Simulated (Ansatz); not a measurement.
**SrO: single point with BLYP+D3(BJ)**

The system is SrO.

```
Sr O
1.0
     0.00619    2.57735    2.57769
     2.59961   -0.04957    2.63345
     2.49579    2.52929    0.05424
Sr O
1 1
Cartesian
  2.5508 2.5285 2.6327
  0.0000 0.0000 0.0000
```

The cell isn't the ideal one: cell strained at random at fixed volume.

| Quantity | Value |
| --- | --- |
| Program | Ansatz 0.2.0 |
| Task | single point |
| Functional | BLYP |
| Dispersion | D3(BJ) |
| Potentials or basis | SPMS NC |
| Cutoff | 1034 eV |
| Density cutoff | 4136 eV |
| k mesh | 7 × 7 × 7 |
| Occupations | fixed |
| Spin | no spin polarisation |
| Driver | calculator |

| Item | Value |
| --- | --- |
| Pressure | 0.3 GPa |
| Band gap on the k mesh | 3.42 eV |

Stress tensor (GPa, compression positive):
```
 1.74  2.08 -2.34
 2.08 -0.38  0.27
-2.34  0.27 -0.37
```

Wall time 7.8 s on 2 threads of Arm Neoverse V1 (shared host), peak memory 0.59 GiB.

Caveat: the potentials were made for another functional, which shifts forces and pressure; odd divisions of the mesh miss points on the zone boundary, where band edges often lie, so the gap on the mesh can be too wide. A k mesh can miss the band edges.
